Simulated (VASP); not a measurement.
# Fe2O3 (R-3c) in VASP: settings compared

Aim: see how the results for Fe2O3 move with the level of theory and the settings. Levels: r2SCAN+rVV10+U, LDA+U. Tasks: relaxation of cell and atoms.

Program: VASP 6.6.1. These are calculated values, not measurements. Logs are shortened: lines on timing, memory, paths and dates and some standing lists are left out, and cuts for length are marked.

## Step 1: The structure

Symmetry: R-3c, No. 167, trigonal system. The conventional cell has a = 5.041 Å, b = 5.041 Å, c = 13.641 Å, α = 90.00°, β = 90.00°, γ = 120.00°. Fe (site symmetry 3) is surrounded by 6 O at 1.96 to 2.08 Å. Around O (site symmetry 2) lie 4 Fe at 1.96 to 2.08 Å.

## Step 2: Relaxation of cell and atoms, r2SCAN+rVV10+U, collinear spin, ferromagnetic start

INCAR

```
SYSTEM = Fe2O3
ALGO = Normal
AMIX = 0.2
AMIX_MAG = 0.8
BMIX = 1E-4
BMIX_MAG = 1E-4
BPARAM = 11.95
CPARAM = 0.0093
EDIFF = 1E-7
EDIFFG = -0.005
ENCUT = 600
IBRION = 2
ISIF = 3
ISMEAR = 1
ISPIN = 2
IVDW_NL = 2
LASPH = .True.
LCHARG = .False.
LDAU = .True.
LDAUJ = 0 0
LDAUL = 2 -1
LDAUPRINT = 1
LDAUTYPE = 2
LDAUU = 5.3 0
LMAXMIX = 4
LMIXTAU = .True.
LORBIT = 11
LREAL = .False.
LUSENCCL = .False.
LUSE_VDW = .True.
LWAVE = .False.
MAGMOM = 4 4 4 4 0 0 0 0 0 0
METAGGA = R2SCAN
NELM = 150
NSW = 90
PREC = Accurate
SIGMA = 0.1
```

KPOINTS

```
k-points
0
Gamma
  9 9 9
  0 0 0
```

POSCAR

```
Fe2O3                                   
1.0
    2.5206816280      1.4553162184      4.5469564236
   -2.5206816280      1.4553162184      4.5469564236
   -0.0000000000     -2.9106324368      4.5469564236
  Fe              O             
     4     6
Direct
     0.3530205316836070    0.3530205316836070    0.3530205316836070
     0.1469794683163931    0.1469794683163931    0.1469794683163931
     0.6469794683163932    0.6469794683163932    0.6469794683163932
     0.8530205316836068    0.8530205316836068    0.8530205316836068
     0.5538841930641764    0.9461158069358236    0.2500000000000000
     0.2499999999999998    0.5538841930641762    0.9461158069358240
     0.9461158069358238    0.2500000000000002    0.5538841930641760
     0.4461158069358235    0.0538841930641764    0.7500000000000000
     0.7500000000000001    0.4461158069358238    0.0538841930641760
     0.0538841930641762    0.7499999999999999    0.4461158069358240
```

Potentials or basis: VASP PAW PBE potentials, release 64 (Fe, O).

On the command line:

```
$ cat potpaw_PBE.64/Fe/POTCAR potpaw_PBE.64/O/POTCAR > POTCAR
$ mpirun -np 1 vasp_std > vasp.out
```

OUTCAR:

```text
SYSTEM = Fe2O3
   AMIX = 0.2
   AMIX_MAG = 0.8
   BPARAM = 11.95
   EDIFF = 1E-7
   EDIFFG = -0.005
   ENCUT = 600
   IBRION = 2
   ISIF = 3
   ISMEAR = 1
   ISPIN = 2
   IVDW_NL = 2
   LASPH = .True.
   LORBIT = 11
   LREAL = .False.
   METAGGA = R2SCAN
   NELM = 150
   NSW = 90
   PREC = Accurate

 ion  position               nearest neighbor table
   1  0.353  0.353  0.353-  10 1.96   8 1.96   9 1.96   5 2.08   7 2.08   6 2.08   2 2.81   3 2.96
                             3 2.96   3 2.96
   2  0.147  0.147  0.147-   9 1.96   8 1.96  10 1.96   5 2.08   7 2.08   6 2.08   1 2.81   4 2.96
                             4 2.96   4 2.96
   3  0.647  0.647  0.647-   7 1.96   5 1.96   6 1.96   8 2.08   9 2.08  10 2.08   4 2.81   1 2.96
                             1 2.96   1 2.96
   4  0.853  0.853  0.853-   6 1.96   5 1.96   7 1.96   8 2.08   9 2.08  10 2.08   3 2.81   2 2.96
                             2 2.96   2 2.96
   5  0.554  0.946  0.250-   3 1.96   4 1.96   1 2.08   2 2.08
   6  0.250  0.554  0.946-   4 1.96   3 1.96   1 2.08   2 2.08
   7  0.946  0.250  0.554-   3 1.96   4 1.96   1 2.08   2 2.08
   8  0.446  0.054  0.750-   1 1.96   2 1.96   3 2.08   4 2.08
   9  0.750  0.446  0.054-   2 1.96   1 1.96   3 2.08   4 2.08
  10  0.054  0.750  0.446-   1 1.96   2 1.96   3 2.08   4 2.08

  LATTYP: Found a trigonal (rhomboedric) cell.
 ALAT       =     5.3987585502
 COS(alpha) =     0.5640083431

  Lattice vectors:

 A1 = (   2.5206816280,   1.4553162184,   4.5469564236)
 A2 = (  -2.5206816280,   1.4553162184,   4.5469564236)
 A3 = (  -0.0000000000,  -2.9106324368,   4.5469564236)

Analysis of symmetry for initial positions (statically):
=====================================================================
 Subroutine PRICEL returns:
 Original cell was already a primitive cell.

 Routine SETGRP: Setting up the symmetry group for a
 trigonal (rhombohedral) supercell.

 Subroutine GETGRP returns: Found 12 space group operations
 (whereof  6 operations were pure point group operations)
 out of a pool of 12 trial point group operations.

The static configuration has the point symmetry S_6 .
 The point group associated with its full space group is D_3d.

Analysis of symmetry for dynamics (positions and initial velocities):
=====================================================================
 Subroutine PRICEL returns:
 Original cell was already a primitive cell.

 Routine SETGRP: Setting up the symmetry group for a
 trigonal (rhombohedral) supercell.

 Subroutine GETGRP returns: Found 12 space group operations
 (whereof  6 operations were pure point group operations)
 out of a pool of 12 trial point group operations.

The dynamic configuration has the point symmetry S_6 .
 The point group associated with its full space group is D_3d.

Analysis of structural, dynamic, and magnetic symmetry:
=====================================================================
 Subroutine PRICEL returns:
 Original cell was already a primitive cell.

 Routine SETGRP: Setting up the symmetry group for a
 trigonal (rhombohedral) supercell.

 Subroutine GETGRP returns: Found 12 space group operations
 (whereof  6 operations were pure point group operations)
 out of a pool of 12 trial point group operations.

[... 198 lines left out ...]
      0.00000      0.00000      2.00493        -0.000000      0.000000     -0.002425
      0.00000      0.00000      8.82536        -0.000000      0.000000     -0.002425
      0.00000      0.00000     11.63594        -0.000000      0.000000      0.002425
     -0.98869      1.45532      7.95717         0.005398      0.000000      0.000000
     -0.76600     -1.58389      7.95717        -0.002699      0.004674      0.000000
      1.75469      0.12857      7.95717        -0.002699     -0.004674      0.000000
      0.98869     -1.45532      5.68370        -0.005398      0.000000      0.000000
      0.76600      1.58389      5.68370         0.002699     -0.004674      0.000000
     -1.75469     -0.12857      5.68370         0.002699      0.004674      0.000000
 -----------------------------------------------------------------------------------
    total drift:                                0.000000     -0.000000     -0.000000

  FREE ENERGIE OF THE ION-ELECTRON SYSTEM (eV)
  ---------------------------------------------------
  free  energy   TOTEN  =      -100.8297383988 eV

  energy  without entropy=     -100.8334383106  energy(sigma->0) =     -100.83097170

atom =   1  type =  1  l = 2

 onsite density matrix

spin component  1
[... 116 lines left out ...]
  o =  0.0508  v =  0.0000  0.0000  0.0000  0.0000  0.0000 -0.1617 -0.0000 -0.0000 -0.5999  0.7836      0.0000  0.0000  0.0000  0.0000  0.0000  0.0000  0.0000  0.0000  0.0000  0.0000
  o =  0.0508  v =  0.0000  0.0000  0.0000  0.0000  0.0000  0.7836  0.5999 -0.0000 -0.0000  0.1617      0.0000  0.0000  0.0000  0.0000  0.0000  0.0000  0.0000  0.0000  0.0000  0.0000
  o =  0.0615  v =  0.0000  0.0000  0.0000  0.0000  0.0000  0.0000 -0.0000 -1.0000  0.0000 -0.0000      0.0000  0.0000  0.0000  0.0000  0.0000  0.0000  0.0000  0.0000  0.0000  0.0000
  o =  0.2466  v = -0.0000 -0.0000 -0.0000 -0.0000 -0.0000 -0.1212 -0.0000  0.0000  0.8001  0.5875      0.0000  0.0000  0.0000  0.0000  0.0000  0.0000  0.0000 -0.0000 -0.0000 -0.0000
  o =  0.2466  v =  0.0000  0.0000  0.0000  0.0000  0.0000 -0.5875  0.8001 -0.0000  0.0000 -0.1212      0.0000  0.0000  0.0000  0.0000  0.0000  0.0000  0.0000  0.0000  0.0000  0.0000
  o =  0.9889  v = -0.1198  0.0000 -0.0000 -0.6181  0.7769  0.0000  0.0000  0.0000  0.0000  0.0000      0.0000  0.0000  0.0000  0.0000  0.0000  0.0000  0.0000  0.0000  0.0000  0.0000
  o =  0.9889  v = -0.7769 -0.6181  0.0000 -0.0000 -0.1198  0.0000  0.0000  0.0000  0.0000  0.0000      0.0000  0.0000  0.0000  0.0000  0.0000  0.0000  0.0000  0.0000  0.0000  0.0000
  o =  0.9915  v =  0.0000  0.0000  1.0000 -0.0000  0.0000  0.0000  0.0000  0.0000  0.0000  0.0000      0.0000  0.0000  0.0000  0.0000  0.0000  0.0000  0.0000  0.0000  0.0000  0.0000
  o =  1.0756  v = -0.0942  0.0000  0.0000  0.7861  0.6109 -0.0000 -0.0000 -0.0000 -0.0000 -0.0000      0.0000  0.0000 -0.0000 -0.0000 -0.0000  0.0000  0.0000  0.0000  0.0000  0.0000
  o =  1.0756  v = -0.6109  0.7861 -0.0000 -0.0000 -0.0942  0.0000  0.0000  0.0000  0.0000  0.0000      0.0000  0.0000  0.0000  0.0000  0.0000  0.0000  0.0000  0.0000  0.0000  0.0000

--------------------------------------- Ionic step        2  -------------------------------------------

 number of electron      68.0000002 magnetization      20.0000003

 Free energy of the ion-electron system (eV)
  ---------------------------------------------------
  ext. energy  EPLUGINS =         0.00000000
  ---------------------------------------------------
  free energy    TOTEN  =      -100.82974977 eV

  energy without entropy =     -100.83344580  energy(sigma->0) =     -100.83098178

 E-fermi :   3.1846     XC(G=0): -12.3257

 val. band max:        3.1823740194   @ k =   0.1111   0.1111   0.1111
 cond. band min:       3.1907734038   @ k =   0.1111   0.1111   0.0000
 fundamental gap:      0.0083993844
 Fermi energy:         3.1845997308

 spin component 1

 k-point     1 :       0.0000    0.0000    0.0000
  band No.  band energies     occupation
      1     -16.5977      1.00000
      2     -15.2518      1.00000
      3     -15.2518      1.00000
      4     -15.0407      1.00000
      5     -15.0407      1.00000
      6     -15.0316      1.00000
[... 2345 lines left out ...]
     45      13.2526      0.00000
     46      14.5209      0.00000

 [... further k-points ...]

 [bands above 46 left out]

------------------------ aborting loop because EDIFF is reached ----------------------------------------

  FORCE on cell =-STRESS in cart. coord.  units (eV):
  Direction    XX          YY          ZZ          XY          YZ          ZX
  --------------------------------------------------------------------------------------
  -------------------------------------------------------------------------------------
  Total       -0.0221778     -0.0221778     -0.0090791      0.0000000     -0.0000000      0.0000000
  in kB       -0.3549483     -0.3549483     -0.1453087      0.0000000     -0.0000000      0.0000000
  external PRESSURE =      -0.2850684 kB  Pullay stress =       0.0000000 kB

 VOLUME and BASIS-vectors are now :
 -----------------------------------------------------------------------------
  energy-cutoff  :      600.00
  volume of cell :      100.11
      direct lattice vectors                 reciprocal lattice vectors
     2.520702756  1.455328417  4.548098730     0.198357382  0.114521688  0.073290699
    -2.520702756  1.455328417  4.548098730    -0.198357382  0.114521688  0.073290699
     0.000000000 -2.910656834  4.548098730     0.000000000 -0.229043376  0.073290699

 POSITION                                       TOTAL-FORCE (eV/Angst)
 -----------------------------------------------------------------------------------
      0.00000      0.00000      4.81683         0.000000      0.000000     -0.002199
      0.00000      0.00000      2.00531         0.000000      0.000000      0.002199
      0.00000      0.00000      8.82746         0.000000      0.000000      0.002199
      0.00000      0.00000     11.63898         0.000000      0.000000     -0.002199
     -0.98844      1.45533      7.95917         0.000607      0.000000      0.000000
     -0.76613     -1.58368      7.95917        -0.000303      0.000525      0.000000
      1.75457      0.12835      7.95917        -0.000303     -0.000525      0.000000
      0.98844     -1.45533      5.68512        -0.000607      0.000000      0.000000
      0.76613      1.58368      5.68512         0.000303     -0.000525      0.000000
     -1.75457     -0.12835      5.68512         0.000303      0.000525      0.000000
 -----------------------------------------------------------------------------------
    total drift:                               -0.000000      0.000000     -0.000000

  FREE ENERGIE OF THE ION-ELECTRON SYSTEM (eV)
  ---------------------------------------------------
  free  energy   TOTEN  =      -100.8297497733 eV

  energy  without entropy=     -100.8334458030  energy(sigma->0) =     -100.83098178

 reached required accuracy - stopping structural energy minimisation

 total charge

# of ion       s       p       d       tot
------------------------------------------
    1        0.389   0.587   5.748   6.723
    2        0.389   0.587   5.748   6.723
    3        0.389   0.587   5.748   6.723
    4        0.389   0.587   5.748   6.723
    5        1.556   3.543   0.000   5.099
    6        1.556   3.543   0.000   5.099
    7        1.556   3.543   0.000   5.099
    8        1.556   3.543   0.000   5.099
    9        1.556   3.543   0.000   5.099
   10        1.556   3.543   0.000   5.099
--------------------------------------------------
tot         10.890  23.607  22.992  57.489

 magnetization (x)

# of ion       s       p       d       tot
------------------------------------------
    1        0.028   0.036   4.455   4.518
    2        0.028   0.036   4.455   4.518
    3        0.028   0.036   4.455   4.518
    4        0.028   0.036   4.455   4.518
    5        0.020   0.282   0.000   0.302
    6        0.020   0.282   0.000   0.302
    7        0.020   0.282   0.000   0.302
    8        0.020   0.282   0.000   0.302
    9        0.020   0.282   0.000   0.302
   10        0.020   0.282   0.000   0.302
--------------------------------------------------
tot          0.233   1.832  17.820  19.886
```

Run time: 27 min. Hardware: 1 × NVIDIA H100 80GB with 1 thread of AMD EPYC 7R13 (Zen 3), shared host; peak memory 1.9 GiB.

Results:

| Property | Result |
| --- | --- |
| Free energy | -100.8297 eV |
| Relaxed volume | 10.01 Å³/atom |
| Relaxed cell | a = 5.400 Å, b = 5.400 Å, c = 5.400 Å, α = 55.66°, β = 55.66°, γ = 55.66° |
| Space group after relaxing (to 0.05 Å) | R-3c (No. 167) |
| Energy gained by relaxing | 0.0 meV/atom |
| Ionic steps | 2 |
| Pressure after relaxing | 0.0 GPa |
| Band gap on the k mesh | 2.67 eV, indirect (least direct gap 2.80 eV) |
| Net moment | 20.00 μB per cell |
| Site moments | Fe +4.52; O +0.30 μB |
| Valence electrons inside the program's atomic spheres | Fe 6.72; O 5.10 |

Forces on the atoms (eV/Å):
```
Fe   0.000  0.000 -0.002
Fe   0.000  0.000  0.002
Fe   0.000  0.000  0.002
Fe   0.000  0.000 -0.002
O    0.001  0.000  0.000
O    0.000  0.001  0.000
O    0.000 -0.001  0.000
O   -0.001  0.000  0.000
O    0.000 -0.001  0.000
O    0.000  0.001  0.000
```

Final structure:
```
Fe O
1.0
     2.52070    1.45533    4.54810
    -2.52070    1.45533    4.54810
     0.00000   -2.91066    4.54810
Fe O
4 6
Direct
  0.35303 0.35303 0.35303
  0.14697 0.14697 0.14697
  0.64697 0.64697 0.64697
  0.85303 0.85303 0.85303
  0.55394 0.94606 0.25000
  0.25000 0.55394 0.94606
  0.94606 0.25000 0.55394
  0.44606 0.05394 0.75000
  0.75000 0.44606 0.05394
  0.05394 0.75000 0.44606
```

Eigenvalues of the final occupation matrices:
| site | spin | trace | eigenvalues |
| --- | --- | --- | --- |
| site 1 d | 1 | 5.12 | 0.99 0.99 0.99 1.08 1.08 |
| site 1 d | 2 | 0.66 | 0.05 0.05 0.06 0.25 0.25 |
| site 2 d | 1 | 5.12 | 0.99 0.99 0.99 1.08 1.08 |
| site 2 d | 2 | 0.66 | 0.05 0.05 0.06 0.25 0.25 |
| site 3 d | 1 | 5.12 | 0.99 0.99 0.99 1.08 1.08 |
| site 3 d | 2 | 0.66 | 0.05 0.05 0.06 0.25 0.25 |
| site 4 d | 1 | 5.12 | 0.99 0.99 0.99 1.08 1.08 |
| site 4 d | 2 | 0.66 | 0.05 0.05 0.06 0.25 0.25 |

Caveat: the PAW data sets were made with another functional, which shifts forces and pressure a little; an odd mesh through Γ misses points on the zone boundary, where band edges often lie; only a ferromagnetic start was run, and an antiferromagnetic order may lie lower in energy.

## Step 3: Relaxation of cell and atoms, LDA+U, collinear spin, ferromagnetic start

This run uses another cell than the first one, of 10.09 Å³/atom, 1.008 times its volume.

INCAR

```
SYSTEM = Fe2O3
PREC     = Accurate       ! precision mode
ENCUT    = 600            ! plane-wave cutoff, eV
EDIFF    = 1E-6           ! SCF threshold, eV
ISMEAR   = 1              ! smearing method
SIGMA    = 0.1            ! smearing width, eV
LREAL    = .False.        ! projectors in reciprocal space
LASPH    = .True.         ! aspherical terms in the spheres
NELM     = 150            ! most SCF steps
ALGO     = Normal         ! electronic algorithm
ISIF     = 3              ! what is computed and relaxed
LWAVE    = .False.        ! write WAVECAR
LCHARG   = .False.        ! write CHGCAR
ISPIN    = 2              ! spin polarisation
MAGMOM   = 4 4 4 4 0 0 0 0 0 0 ! initial moments
LORBIT   = 11             ! projections on sites
LMAXMIX  = 4              ! l up to which the mixer works
LDAU     = .True.         ! DFT+U
LDAUTYPE = 2            
LDAUL    = 2 -1           ! shell
LDAUU    = 5.3 0          ! U, eV
LDAUJ    = 0 0          
LDAUPRINT= 1            
GGA      = CA             ! functional
IBRION   = 2              ! ionic algorithm
NSW      = 90             ! ionic steps
EDIFFG   = -0.01          ! ionic threshold
AMIX     = 0.2          
BMIX     = 1E-4         
AMIX_MAG = 0.8          
BMIX_MAG = 1E-4         
KPAR     = 4
```

KPOINTS

```
regular mesh
0
Gamma
  9 9 9
  0 0 0
```

POSCAR

```
Fe2O3
1.0
    2.5190000000      1.4543453300      4.5906666700
   -2.5190000000      1.4543453300      4.5906666700
    0.0000000000     -2.9086906600      4.5906666700
Fe O
4 6
Direct
    0.3553000000      0.3553000000      0.3553000000
    0.1447000000      0.1447000000      0.1447000000
    0.6447000000      0.6447000000      0.6447000000
    0.8553000000      0.8553000000      0.8553000000
    0.5559000000      0.9441000000      0.2500000000
    0.2500000000      0.5559000000      0.9441000000
    0.9441000000      0.2500000000      0.5559000000
    0.4441000000      0.0559000000      0.7500000000
    0.7500000000      0.4441000000      0.0559000000
    0.0559000000      0.7500000000      0.4441000000
```

Potentials or basis: VASP PAW LDA potentials, release 64 (Fe, O).

On the command line:

```
$ cat potpaw_LDA.64/Fe/POTCAR potpaw_LDA.64/O/POTCAR > POTCAR
$ mpirun -np 4 vasp_std > vasp.out
```

Wall time 30 min (4 MPI ranks of AMD EPYC 9R45 (Zen 5), shared host); peak memory 0.75 GiB.

It converged, with:

* Free energy: -72.9474 eV
* Relaxed volume: 9.73 Å³/atom
* Relaxed cell: a = 5.349 Å, b = 5.349 Å, c = 5.349 Å, α = 55.65°, β = 55.65°, γ = 55.65°
* Space group after relaxing (to 0.05 Å): R-3c (No. 167)
* Energy gained by relaxing: 13.0 meV/atom
* Ionic steps: 11
* Pressure after relaxing: 0.0 GPa
* Largest force after relaxing: 0.005 eV/Å
* Band gap on the k mesh: 1.20 eV, indirect (least direct gap 1.41 eV)
* Net moment: 20.00 μB per cell
* Site moments: Fe +4.41; O +0.35 μB
* Valence electrons inside the program's atomic spheres: Fe 6.90; O 5.04

Forces in eV/Å, atoms in the order of the input:
```
Fe   0.000  0.000 -0.005
Fe   0.000  0.000  0.005
Fe   0.000  0.000  0.005
Fe   0.000  0.000 -0.005
O   -0.005  0.000  0.000
O    0.002 -0.004  0.000
O    0.002  0.004  0.000
O    0.005  0.000  0.000
O   -0.002  0.004  0.000
O   -0.002 -0.004  0.000
```

The path:
| step | energy change (eV) | largest force (eV/Å) | pressure (GPa) | volume (Å³) |
| --- | --- | --- | --- | --- |
| 1 | 0.0000 | 0.4575 | -7.44 | 100.91 |
| 2 | -0.0541 | 0.1432 | 7.79 | 94.22 |
| 3 | -0.1140 | 0.3088 | 0.95 | 96.94 |
| 4 | -0.1297 | 0.0362 | 0.26 | 97.18 |
| 5 | -0.1297 | 0.0324 | 0.27 | 97.19 |
| 6 | -0.1297 | 0.0349 | 0.17 | 97.20 |
| 7 | -0.1302 | 0.0157 | -0.15 | 97.34 |
| 8 | -0.1302 | 0.0148 | -0.24 | 97.36 |
| 9 | -0.1304 | 0.0108 | 0.06 | 97.27 |
| 10 | -0.1304 | 0.0106 | 0.08 | 97.26 |
| 11 | -0.1305 | 0.0048 | -0.03 | 97.29 |

Final structure:
```
Fe O
1.0
     2.49665    1.44144    4.50582
    -2.49665    1.44144    4.50582
     0.00000   -2.88288    4.50582
Fe O
4 6
Direct
  0.35291 0.35291 0.35291
  0.14709 0.14709 0.14709
  0.64709 0.64709 0.64709
  0.85291 0.85291 0.85291
  0.55443 0.94557 0.25000
  0.25000 0.55443 0.94557
  0.94557 0.25000 0.55443
  0.44557 0.05443 0.75000
  0.75000 0.44557 0.05443
  0.05443 0.75000 0.44557
```

Levels at points of the mesh, in eV from the valence-band top:
Spin up:
```
           k point  band 42  band 43  band 44  band 45  band 46  band 47
(0.00, 0.00, 0.00)    -0.47     0.00     0.00     4.71     8.23    10.33
```
Spin down:
```
           k point  band 22  band 23  band 24  band 25  band 26  band 27
(0.00, 0.00, 0.00)    -1.03    -1.03    -0.88     1.48     1.58     1.58
```

Eigenvalues of the final occupation matrices:
| site | spin | trace | eigenvalues |
| --- | --- | --- | --- |
| site 1 d | 1 | 5.14 | 0.99 0.99 0.99 1.08 1.08 |
| site 1 d | 2 | 0.78 | 0.07 0.07 0.08 0.28 0.28 |
| site 2 d | 1 | 5.14 | 0.99 0.99 0.99 1.08 1.08 |
| site 2 d | 2 | 0.78 | 0.07 0.07 0.08 0.28 0.28 |
| site 3 d | 1 | 5.14 | 0.99 0.99 0.99 1.08 1.08 |
| site 3 d | 2 | 0.78 | 0.07 0.07 0.08 0.28 0.28 |
| site 4 d | 1 | 5.14 | 0.99 0.99 0.99 1.08 1.08 |
| site 4 d | 2 | 0.78 | 0.07 0.07 0.08 0.28 0.28 |

Caveat: an odd mesh through Γ misses points on the zone boundary, where band edges often lie; only a ferromagnetic start was run, and an antiferromagnetic order may lie lower in energy.
